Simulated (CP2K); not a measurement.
PbF2 (Fluorocronite) in CP2K: the effect of functional

Crystal: PbF2 (Fluorocronite).

```
Pb F
1.0
     4.19125    0.00000    0.00000
     2.09562    3.62973    0.00000
     2.09562    1.20991    3.42214
Pb F
1 2
Direct
  0.00000 0.00000 0.00000
  0.75000 0.75000 0.75000
  0.25000 0.25000 0.25000
```

Alike in all runs:

| Item | Value |
| --- | --- |
| Program | CP2K 2026.2 |
| Task | single point |
| Potentials or basis | POTENTIAL_UZH Pb GTH-PBE-q4, F GTH-PBE-q7; TZVP-MOLOPT-PBE-GTH basis |
| Density cutoff | 14966 eV |
| k mesh | 8 × 8 × 8 |
| Occupations | fermi-dirac, width 0.05 eV |
| Spin | no spin polarisation |

One run gave: gap on the mesh 4.13 eV; pressure 0.0 GPa. Which functional did it use?
A. LDA
B. vdW-DF-cx
C. vdW-DF2
D. PBE
E. rev-vdW-DF2

A.

```csv
functional,gap on the mesh (eV),pressure (GPa)
PBE,4.33,3.5
LDA,4.13,0.0
vdW-DF-cx,4.36,2.9
rev-vdW-DF2,4.36,3.3
vdW-DF2,4.58,6.2
TPSS,4.55,3.2
```

Caveats: spin-orbit coupling is left out, which as a rule narrows the gap of such compounds by several tenths of an eV; the basis of atomic orbitals isn't converged, which shifts pressures, moduli and gaps; the potentials were made for another functional, which shifts forces and pressure (some runs).

A k mesh can miss the band edges.

Not every run made on this cell is shown here.
